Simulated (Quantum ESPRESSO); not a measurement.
Runs of Quantum ESPRESSO 7.5 on Pb. The structure is cubic, space group Fd-3m (No. 227). Conventional cell: a = 6.878 Å, b = 6.878 Å, c = 6.878 Å, α = 90.00°, β = 90.00°, γ = 90.00°. Around Pb (site symmetry -43m) lie 4 Pb at 2.98 Å. This isn't the form of Pb at room conditions, which is fcc.

| level | ASE optimiser | rVV10 parameter b | dispersion computed by | gap on the mesh (eV) | pressure (GPa) | relaxed volume (Å³/atom) |
| --- | --- | --- | --- | --- | --- | --- |
| PBEsol+D3(BJ) | BFGS | - | - | none | 0.0 | 39.54 |
| PBEsol+rVV10 | FIRE | 6.3 | - | none | 0.0 | (b) |
| PBEsol+D4 | FIRE | - | dftd4 4.3.1 through ASE | none | 0.0 | 40.15 |
| PBEsol+D3 | BFGS | - | - | none | 0.0 | 40.13 |
| PBEsol | BFGS | - | - | none | 0.0 | (a) |

Alike in all rows: task relaxation of cell and atoms; potentials or basis GBRV 1.5 PBEsol; no spin polarisation; cell relaxed; k mesh 7 × 7 × 7; cutoff (eV) 612; smearing fermi-dirac 0.05 eV.

Fill in the values left out.

(a) 41.04; (b) 39.06.

Caveats: pairwise dispersion overbinds metals, which lowers pressure and volume (some runs); rVV10's parameter b was fitted to another functional (some runs).

A k mesh can miss the band edges, and the runs leave out spin-orbit coupling on Pb.

A gap of «none» marks a metal or a gap under the smearing width.

Not every run made on this cell is shown here.
